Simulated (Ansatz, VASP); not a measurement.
**CdSe (Cadmoselite) in two plane-wave programs**

Wanted: the spread between two codes on one cell, functional and k mesh. The cell is taken from a series of VASP runs on this material, whose earlier steps may have relaxed, scaled or displaced it; both programs get it as it stands.

Calculated with Ansatz 0.2.0; plane waves, with VASP 6.6.1 beside it; relaxation of cell and atoms at PBE and relaxation of cell and atoms at r2SCAN with rVV10.

## (1) Set-up

Symmetry: P6_3mc, No. 186, hexagonal system. Conventional cell: a = 4.387 Å, b = 4.387 Å, c = 7.155 Å, α = 90.00°, β = 90.00°, γ = 120.00°. Nearest to Cd lie 4 Se at 2.68 to 2.69 Å. Nearest to Se lie 4 Cd at 2.68 to 2.69 Å. Farther neighbours and most contacts between anions are not listed.

Coordinates:

```cif
data_structure
_symmetry_space_group_name_H-M 'P6_3mc'
_symmetry_Int_Tables_number 186
_cell_length_a 4.3874
_cell_length_b 4.3874
_cell_length_c 7.1554
_cell_angle_alpha 90.000
_cell_angle_beta 90.000
_cell_angle_gamma 120.000
_cell_volume 119.28
loop_
_atom_site_label
_atom_site_type_symbol
_atom_site_symmetry_multiplicity
_atom_site_Wyckoff_symbol
_atom_site_fract_x
_atom_site_fract_y
_atom_site_fract_z
_atom_site_occupancy
Cd1 Cd 2 b 0.66667 0.33333 0.50052 1
Se1 Se 2 b 0.66667 0.33333 0.87627 1
```

## (2) VASP: relaxation of cell and atoms, PBE

The relaxed volume is the usual yardstick between codes: its relative difference is about their pressure difference at one cell divided by the bulk modulus.

Lines of VASP's logs that name or quote its potential files are left out, and so is its time.

Contents of INCAR:

```
SYSTEM = CdSe
PREC = Accurate
ENCUT = 450
EDIFF = 1E-06
NELM = 100
ISMEAR = 0
SIGMA = 0.03
LREAL = .FALSE.
ALGO = Normal
GGA = PE
NBANDS = 24
LORBIT = 11
LWAVE = .FALSE.
LCHARG = .FALSE.
KPAR = 8
IBRION = 2
NSW = 50
ISIF = 3
EDIFFG = -0.006
```

Contents of POSCAR:

```
CdSe
1.0
    4.3874027591      0.0000000000      0.0000000000
   -2.1937013796      3.7996022460      0.0000000000
    0.0000000000      0.0000000000      7.1554381798
Cd Se
2 2
Direct
    0.6666666667      0.3333333333      0.5005244393
    0.3333333333      0.6666666667      0.0005244393
    0.6666666667      0.3333333333      0.8762655607
    0.3333333333      0.6666666667      0.3762655607
```

Contents of KPOINTS:

```
Automatic mesh
0
Gamma
6 6 4
0 0 0
```

The projector-augmented-wave data sets are Cd and Se (PBE family, release 64).

Launch:

```console
> mpirun -np 8 vasp_std
```

Numbers of over 12 decimals in the logs are rounded to 6 here.

The program printed:

```text
[banner, memory and clock lines left out]
running    8 mpi-ranks, on    1 nodes
 distrk:  each k-point on    1 cores,    8 groups
 distr:  one band on    1 cores,    1 groups

 POSCAR found type information on POSCAR CdSe
 POSCAR found :  2 types and       4 ions
|                                                                             |
|           W    W    AA    RRRRR   N    N  II  N    N   GGGG   !!!           |
|           W    W   A  A   R    R  NN   N  II  NN   N  G    G  !!!           |
|           W    W  A    A  R    R  N N  N  II  N N  N  G       !!!           |
|           W WW W  AAAAAA  RRRRR   N  N N  II  N  N N  G  GGG   !            |
|           WW  WW  A    A  R   R   N   NN  II  N   NN  G    G                |
|           W    W  A    A  R    R  N    N  II  N    N   GGGG   !!!           |
|                                                                             |
|     For optimal performance we recommend to set                             |
|       NCORE = 2 up to number-of-cores-per-socket                            |
|     NCORE specifies how many cores store one orbital (NPAR=cpu/NCORE).      |
|     This setting can greatly improve the performance of VASP for DFT.       |
|     The default, NCORE=1 might be grossly inefficient on modern             |
|     multi-core architectures or massively parallel machines. Do your        |
|     Unfortunately you need to use the default for GW and RPA                |
|     calculations (for HF NCORE is supported but not extensively tested      |
|     yet).                                                                   |
|                                                                             |

 LDA part: xc-table for (Slater+PW92), standard interpolation
 POSCAR, INCAR and KPOINTS ok, starting setup
 FFT: planning ... GRIDC
 FFT: planning ... GRID_SOFT
 FFT: planning ... GRID
 WAVECAR not read
 entering main loop
       N       E                     dE             d eps       ncg     rms          rms(c)
DAV:   1     0.219246450346E+03    0.21925E+03   -0.15826E+04  1008   0.119E+03
DAV:   2    -0.545465811319E+00   -0.21979E+03   -0.21451E+03  1152   0.308E+02
DAV:   3    -0.116856964144E+02   -0.11140E+02   -0.11109E+02  1232   0.699E+01
DAV:   4    -0.117616064599E+02   -0.75910E-01   -0.75901E-01  1144   0.577E+00
DAV:   5    -0.117622136130E+02   -0.60715E-03   -0.60706E-03  1256   0.461E-01    0.778E+00
DAV:   6    -0.110197756532E+02    0.74244E+00   -0.14962E+00  1176   0.114E+01    0.625E+00
DAV:   7    -0.109881630424E+02    0.31613E-01   -0.52060E-01  1120   0.374E+00    0.260E+00
DAV:   8    -0.109878939163E+02    0.26913E-03   -0.48330E-02  1080   0.227E+00    0.347E-01
DAV:   9    -0.109878411470E+02    0.52769E-04   -0.74070E-03  1264   0.994E-01    0.943E-02
DAV:  10    -0.109880410634E+02   -0.19992E-03   -0.89794E-04  1096   0.317E-01    0.743E-02
DAV:  11    -0.109881370132E+02   -0.95950E-04   -0.23881E-04  1072   0.944E-02    0.223E-02
DAV:  12    -0.109881172887E+02    0.19725E-04   -0.71414E-05  1256   0.823E-02    0.698E-03
DAV:  13    -0.109881202529E+02   -0.29642E-05   -0.15565E-05  1096   0.194E-02    0.887E-03
DAV:  14    -0.109881199683E+02    0.28455E-06   -0.85393E-07   864   0.517E-03
   1 F= -.10988120E+02 E0= -.10988120E+02  d E =-.109881E+02
 curvature:   0.00 expect dE= 0.000E+00 dE for cont linesearch  0.000E+00
 trial: gam= 0.00000 g(F)=  0.252E-05 g(S)=  0.325E-04 ort = 0.000E+00 (trialstep = 0.100E+01)
 search vector abs. value=  0.350E-04
 bond charge predicted
       N       E                     dE             d eps       ncg     rms          rms(c)
DAV:   1    -0.109884475525E+02   -0.32730E-03   -0.82842E-03  1032   0.835E-01    0.132E-01
DAV:   2    -0.109881809847E+02    0.26657E-03   -0.77665E-04  1104   0.318E-01    0.443E-02
DAV:   3    -0.109881481803E+02    0.32804E-04   -0.72263E-05  1152   0.661E-02    0.374E-02
DAV:   4    -0.109881383441E+02    0.98362E-05   -0.98162E-06  1144   0.207E-02    0.617E-03
DAV:   5    -0.109881372943E+02    0.10498E-05   -0.19813E-06   656   0.153E-02    0.274E-03
DAV:   6    -0.109881371580E+02    0.13624E-06   -0.37299E-07   536   0.606E-03
   2 F= -.10988137E+02 E0= -.10988137E+02  d E =-.171897E-04
 trial-energy change:   -0.000017  1 .order   -0.000018   -0.000035   -0.000000
 step:   1.0032(harm=  1.0032)  dis= 0.00017  next Energy=   -10.988138 (dE=-0.175E-04)
 reached required accuracy - stopping structural energy minimisation
```

OUTCAR, selected parts (step 2):

```text
ion  position               nearest neighbor table
   1  0.667  0.333  0.501-   4 2.68   4 2.68   4 2.68   3 2.69
   2  0.333  0.667  0.001-   3 2.68   3 2.68   3 2.68   4 2.69
   3  0.667  0.333  0.876-   2 2.68   2 2.68   2 2.68   1 2.69
   4  0.333  0.667  0.376-   1 2.68   1 2.68   1 2.68   2 2.69

  LATTYP: Found a hexagonal cell.
 ALAT       =     4.3874027591
 C/A-ratio  =     1.6309052468

 Subroutine GETGRP returns: Found 12 space group operations
 (whereof  6 operations were pure point group operations)

The static configuration has the point symmetry C_3v.
 The point group associated with its full space group is C_6v.

 Found     21 irreducible k-points:

   k-points           NKPTS =     21   k-points in BZ     NKDIM =     21   number of bands    NBANDS=     24

   dimension x,y,z NGX =    30 NGY =   30 NGZ =   50
   dimension x,y,z NGXF=    60 NGYF=   60 NGZF=  100

   ENCUT  =  450.0 eV  33.07 Ry    5.75 a.u.   7.59  7.59 12.38*2*pi/ulx,y,z

   NELECT =      36.0000    total number of electrons

 k-points in reciprocal lattice and weights: Automatic mesh
   0.00000000  0.00000000  0.00000000       0.007
   0.16666667 -0.00000000  0.00000000       0.042
   0.33333333  0.00000000  0.00000000       0.042
   0.50000000  0.00000000  0.00000000       0.021
   0.16666667  0.16666667  0.00000000       0.042
   0.33333333  0.16666667  0.00000000       0.083
   0.33333333  0.33333333  0.00000000       0.014
   0.00000000  0.00000000  0.25000000       0.014
   0.16666667 -0.00000000  0.25000000       0.083
[...]
0.33333333  0.16666667  0.50000000       0.083
   0.33333333  0.33333333  0.50000000       0.014

 average (electrostatic) potential at core
       1 -40.3362       2 -40.3362       3 -56.7799       4 -56.7799

 E-fermi :   0.6449

 k-point     1 :       0.0000    0.0000    0.0000
  band No.  band energies     occupation
    ...
     14      -0.1895      2.00000
     15      -0.1895      2.00000
     16       0.4534      2.00000
     17       0.4950      2.00000
     18       0.4950      2.00000
     19       1.0280      0.00000
     20       2.6301      0.00000
     21       6.3441      0.00000
     22       6.3441      0.00000
     23       6.6195      0.00000
    ...

 k-point     2 :       0.1667   -0.0000    0.0000
  band No.  band energies     occupation
    ...
     14      -1.1545      2.00000
     15      -0.8585      2.00000
     16      -0.4758      2.00000
     17       0.2695      2.00000
     18       0.3223      2.00000
     19       2.3367      0.00000
     20       3.5400      0.00000
     21       5.7371      0.00000
     22       6.6848      0.00000
     23       6.6873      0.00000
    ...

 k-point     3 :       0.3333    0.0000    0.0000
  band No.  band energies     occupation
    ...
     14      -2.3617      2.00000
     15      -1.9261      2.00000
     16      -0.9583      2.00000
     17      -0.2631      2.00000
     18      -0.0190      2.00000
     19       3.3302      0.00000
     20       3.9120      0.00000
     21       5.5309      0.00000
     22       6.2214      0.00000
     23       6.9570      0.00000
    ...

  Total       -0.0019478     -0.0019478      0.0015238      0.0000000     -0.0000000      0.0000000
  in kB       -0.0261376     -0.0261376      0.0204484      0.0000000     -0.0000000      0.0000000
  external PRESSURE =      -0.0106090 kB  Pullay stress =       0.0000000 kB

  energy-cutoff  :      450.00
  volume of cell :      119.39
      direct lattice vectors                 reciprocal lattice vectors
     4.388180790 -0.000000000  0.000000000     0.227884868  0.131569390  0.000000000
    -2.194090395  3.800276041  0.000000000     0.000000000  0.263138780  0.000000000
     0.000000000  0.000000000  7.159540769     0.000000000  0.000000000  0.139673763

 POSITION                                       TOTAL-FORCE (eV/Angst)
 -----------------------------------------------------------------------------------
      2.19409      1.26676      3.58335        -0.000000     -0.000000      0.000103
     -0.00000      2.53352      0.00358         0.000000      0.000000      0.000103
      2.19409      1.26676      6.27383         0.000000      0.000000     -0.000103
     -0.00000      2.53352      2.69406        -0.000000      0.000000     -0.000103
 -----------------------------------------------------------------------------------
    total drift:                               -0.000000     -0.000000      0.000754

  FREE ENERGIE OF THE ION-ELECTRON SYSTEM (eV)
  ---------------------------------------------------
  free  energy   TOTEN  =       -10.9881371580 eV

  energy  without entropy=      -10.9881371580  energy(sigma->0) =      -10.98813716

 reached required accuracy - stopping structural energy minimisation

 total charge
# of ion       s       p       d       tot
------------------------------------------
    1        0.435   0.282   9.555  10.272
    2        0.435   0.282   9.555  10.272
    3        1.445   2.369   0.018   3.833
    4        1.445   2.369   0.018   3.833
--------------------------------------------------
tot          3.760   5.303  19.146  28.209

[... 3 further parts left out ...]
```

CONTCAR:

```
CdSe
   1.00000000000000
     4.3881807904521608   -0.0000000000000102    0.0000000000000000
    -2.1940903952760977    3.8002760409159091    0.0000000000000000
     0.0000000000000000    0.0000000000000000    7.1595407690584674
  Cd              Se
     2     2
Direct
     0.6666666667000030    0.3333333332999970    0.5005000918965867
     0.3333333332999970    0.6666666667000030    0.0005000918965867
     0.6666666667000030    0.3333333332999970    0.8762899081034130
     0.3333333332999970    0.6666666667000030    0.3762899081034130
```

The run keeps the 12 symmetry operations of its start, so it cannot find a distortion of lower symmetry.

## (3) Ansatz: relaxation of cell and atoms, PBE

Ansatz runs on its default PAW (the set named soft_2) files.

The same cell, functional, mesh and smearing now go to Ansatz, which takes its cutoff from its data sets.

Contents of input.yaml:

```yaml
crystal:
  lattice:
    - [4.3874027591, 0.0, 0.0]
    - [-2.1937013796, 3.799602246, 0.0]
    - [0.0, 0.0, 7.1554381798]
  atoms:
    - { symbol: Cd, position: [0.6666666667, 0.3333333333, 0.5005244393] }
    - { symbol: Cd, position: [0.3333333333, 0.6666666667, 0.0005244393] }
    - { symbol: Se, position: [0.6666666667, 0.3333333333, 0.8762655607] }
    - { symbol: Se, position: [0.3333333333, 0.6666666667, 0.3762655607] }
hamiltonian:
  xc: pbe
  pseudopotentials: { kind: paw }
kpoints:
  mp_grid: { grid: [6, 6, 4] }
scf:
  occupations: { method: gaussian, width: 0.03 }
relax:
  f_tol: 0.01
  max_steps: 60
  cell: { stress_tol: 0.05 }
output:
  forces: true
  stress: true
```

Launch:

```console
> ansatz run input.yaml --threads 4 --pin off --max-ram 9216MiB --backend cpu --events-out ev --progress --plain --runs-dir out
```

The program printed:

```text
Engine: ansatz 0.2.0, x86_64-unknown-linux-gnu
Pseudopotentials: kind: paw
Pseudopotential: Cd, paw, valence charge 20, recommended cutoff 420 eV (normal), Cd.paw.azcp
Pseudopotential: Se, paw, valence charge 16, recommended cutoff 420 eV (normal), Se.paw.azcp
Functional definition: PBE
  parameter kappa = 0.804
  parameter beta = 0.066725
  exchange = pbe_x(kappa = kappa, mu = beta*pi^2/3)
  correlation = pbe_c(beta = beta)
Crystal: 4 atoms, lattice volume = 119.284 Å³
Basis set: ecut = 420 eV, 2333 PW (Γ), exchange–correlation on 60×60×96 points (8 copies of the dense FFT grid, shifted against one another)
Bands: 44, of which v1, the nominal top of the filled ones, is band 36 counted from 1 (35 counted from 0)
Symmetry: 12 space group operations
Space group: P63mc (ITA 186), of the structure as read, at distance tolerance 4.9e-5 Å
k-points: 21 of 144 (time reversal used)
Non-local potential: Cd, projectors of the file, l = 0: 3, l = 1: 2, l = 2: 2, l = 3: 1
Non-local potential: Se, projectors of the file, l = 0: 2, l = 1: 2, l = 2: 3, l = 3: 1
PAW form: soft (Blöchl's): semilocal exchange-correlation on the pseudo side does not see the compensation charge
PAW one-centre angular grid: Cd, 590 points (default); XC on 64 Gauss nodes
PAW one-centre angular grid: Se, 590 points (default); XC on 64 Gauss nodes
Initial density: superposition of atomic densities (neutral atoms: chi_scale 0, normalization atom), corrected by the library's trained network
Initial wavefunctions: pseudopotential atomic-orbital guess
Functional: x = pbe(κ = 0.804, μ = 0.219515), c = pbe(β = 0.066725)
SCF iter   1: F=—  HF=-27449.583767 eV  |F-HF|=—  |Δ(HF+E_count)|=         —  Δρ=9.65e-4  dr2=2.31e-3  ethr=1.77e-3  ⟨swp⟩=6.3  Hψ=3371  notcnv=0  defer=9
preconditioner: auto → Resta (q_TF=auto, 2.508 Å⁻¹)  ε∞=3.9  [insulator: Δε(μ)=0.521 eV  Ē_g=11.895 eV  σ=0.030 eV  W_gap=1.00  n_scr=34 (ndim 8)  ℏωp=20.4 eV  f_vac=0.220  D(μ)=0.00/eV (n_scr^D=0)  ε∞_Penn≈3.9]
SCF iter   2: F=—  HF=-27449.584637 eV  |F-HF|=—  |Δ(HF+E_count)|=   8.71e-4  Δρ=5.32e-4  dr2=6.50e-4  ethr=3.21e-6  ⟨swp⟩=2.0  Hψ=1514  notcnv=0  defer=41
SCF iter   3: F=—  HF=-27449.584694 eV  |F-HF|=—  |Δ(HF+E_count)|=   5.62e-5  Δρ=2.02e-4  dr2=3.97e-5  ethr=9.03e-7  ⟨swp⟩=2.0  Hψ=1268  notcnv=0  defer=41
SCF iter   4: F=—  HF=-27449.584677 eV  |F-HF|=—  |Δ(HF+E_count)|=   1.69e-5  Δρ=1.00e-4  dr2=1.42e-5  ethr=5.51e-8  ⟨swp⟩=2.0  Hψ=1445  notcnv=0  defer=41
SCF iter   5: F=—  HF=-27449.584700 eV  |F-HF|=—  |Δ(HF+E_count)|=   2.31e-5  Δρ=4.37e-5  dr2=3.31e-6  ethr=1.97e-8  ⟨swp⟩=2.0  Hψ=1237  notcnv=0  defer=41
SCF iter   6: F=—  HF=-27449.584701 eV  |F-HF|=—  |Δ(HF+E_count)|=   1.12e-6  Δρ=1.07e-5  dr2=1.23e-7  ethr=4.60e-9  ⟨swp⟩=2.0  Hψ=1237  notcnv=0  defer=41
SCF iter   7: F=-27449.584701 eV  HF=-27449.584701 eV  |F-HF|=1.59e-9  |Δ(HF+E_count)|=   3.13e-7  Δρ=4.16e-6  dr2=1.78e-8  ethr=1.39e-10  ⟨swp⟩=4.0  Hψ=2967  notcnv=0
SCF 1 converged in 7 iterations: F = -27449.584701 eV  dr2 = 1.78e-8
  greatest PAW one-centre occupation: 1.000 electrons in one spin orbital (limit 2), on the Cd atom at site 0 (counted from 0), in its partial waves of l = 0
relax step   1: F+E_penalty+E_count = -27449.58470125 eV  Δ(F+E_penalty+E_count) = +0.000e0 eV  max|allowed force component| = 4.196e-3 eV/Å  Δτ_max = 0.0000 Å  P = -0.094 GPa  Ω = 119.284 Å³  (7 SCF iters, dr2 threshold 1.00e-7 eV, accepted)
[...]
relax step   2: F+E_penalty+E_count = -27449.58484195 eV  Δ(F+E_penalty+E_count) = -1.407e-4 eV  max|allowed force component| = 4.762e-4 eV/Å  Δτ_max = 0.0003 Å  P = +0.040 GPa  Ω = 118.926 Å³  energy of the carried Pulay correction = +7.360e-5 eV  (5 SCF iters, dr2 threshold 2.93e-8 eV, accepted)
[...]
relax step   3: F+E_penalty+E_count = -27449.58477504 eV  Δ(F+E_penalty+E_count) = +6.691e-5 eV  max|allowed force component| = 4.834e-4 eV/Å  Δτ_max = 0.0000 Å  P = +0.040 GPa  Ω = 118.926 Å³  stress off target by 4.00e-2 GPa  SCF on the basis re-selected at this cell (its energy is not comparable with the rows above)  (5 SCF iters)
basis re-selected at this cell: Δ(F+E_penalty+E_count) = +6.691e-5 eV, ΔP = +0.000 GPa vs the last step (what re-selecting the basis moved, of the pressure what is left beyond the Pulay correction that the steps carried, after the strain that the cell walked since its last selection, with what the two solves' SCF thresholds leave and, on support functions, any second-order correction that the steps lacked; it is no m [...]
SCF converged after 5 iterations
Free energy (F): -27449.584775 eV
Harris-Foulkes:  -27449.584775 eV  (|F-HF|=7.28e-12)
Internal energy: -27449.584775 eV  (E = F + TS)
E sigma→0 (E₀):  -27449.584775 eV
Fermi energy:    6.980158 eV
--- Per-component energies (eV) ---
  E_band       = -1826.549426
  E_kinetic    = 1245.649551
  E_local      = -13032.273475  (includes V_loc(G=0)·N_el)
  E_nonlocal   = -1124.279252
  E_hartree    = 6183.091152
  E_xc         = -561.058086
  E_vxc        = -638.443474  (∫ρ·V_xc dr)
  E_paw        = -11989.830204  (= ΣΔE_a)
  E_vpaw       = -643.383690  (= ΣTr[D̂ρ^β])
  E_aug_tail   = -0.001228  (compensation charges beyond the density's cutoff)
  E_ewald      = -8170.883234
  E_smearing   = -0.000000  (= −TS)
  E_closure    = -0.000000  (closes the sum)
  Σ components = -27449.584775   (vs F -27449.584775, Δ=0.00e0)
--- Forces (eV/Å), atoms counted from 1 ---
  atom   1  Cd     0.00000000    -0.00000000     0.00048377
  atom   2  Cd    -0.00000000     0.00000000     0.00048377
  atom   3  Se     0.00000000    -0.00000000    -0.00048298
  atom   4  Se     0.00000000     0.00000000    -0.00048298
  max |Σ_I F_I| component: 1.57e-6 eV/Å
--- Stress (GPa, compression-positive) ---
        0.040008       0.000000       0.000000
        0.000000       0.040008       0.000000
        0.000000       0.000000       0.039780
  P = ⅓ Tr σ = 0.0399 GPa (0.399 kbar)
--- Relaxed structure (2 steps of the walk, 2 accepted, 1 SCFs on fresh bases) ---
  F+E_penalty+E_count = -27449.58477504 eV   max|allowed force component| = 4.834e-4 eV/Å   (the final SCF, on the basis selected at the relaxed cell)
  cell:  # Å, volume = 118.9264 Å³
    - [4.382399, 2.8834260593108716e-11, -3.002289406402385e-19]
    - [-2.191199, 3.795269, 1.0465052122756295e-19]
    - [-4.89644954542623e-19, 0, 7.150295]
  atoms:
    - { symbol: Cd, position: [0.666667, 0.333333, 0.500488] }
    - { symbol: Cd, position: [0.333333, 0.666667, 0.000487617] }
    - { symbol: Se, position: [0.666667, 0.333333, 0.876302] }
    - { symbol: Se, position: [0.333333, 0.666667, 0.376302] }
```

It took 5.4 s on 4 threads of Intel Xeon at 2.60GHz (Ice Lake), shared host; peak memory 0.52 GiB; 16 s of CPU time.

## (4) Side by side

Known differences besides the potentials themselves: both relaxations stop at a tolerance, which leaves soft axes loose, and VASP keeps its plane-wave basis; the data sets hold 72 valence electrons in Ansatz (default PAW (the set named soft_2) files) and 36 in VASP; the cutoff is 420 eV in Ansatz and 450 eV in VASP; VASP leaves aspherical gradient terms in its spheres out (LASPH is not set), Ansatz keeps them; Ansatz adds a Pulay correction to the stress that steers its cell, VASP none. Total energies have different zeros and are not compared.

The two programs side by side:

```
                                         quantity  Ansatz    VASP  difference
                                      volume (Å³)  118.93  119.39     -0.39 %
edge a after relaxation, in the typed setting (Å)   4.382   4.388     -0.13 %
edge c after relaxation, in the typed setting (Å)   7.150   7.160     -0.13 %
```

The walks stopped with 0.04 GPa left in Ansatz and 0.00 GPa in VASP; each walk ends within a tolerance, so the volume difference is uncertain by about these residues over the bulk modulus, most in soft cells.

[end of part 1 of 2]

[Lines on the potential files, build, host, timing and source positions are cut from VASP's logs without a mark.]

[Logs are printed without paths, hosts, clocks, repeated set-up lines and the standing remarks that a program may print on its own settings, such as how far it seeks lower states.]

[Hosts, paths, dates, database ids (printed as entryN), source tags and the programs' standing remarks are cut or masked in the printed files.]
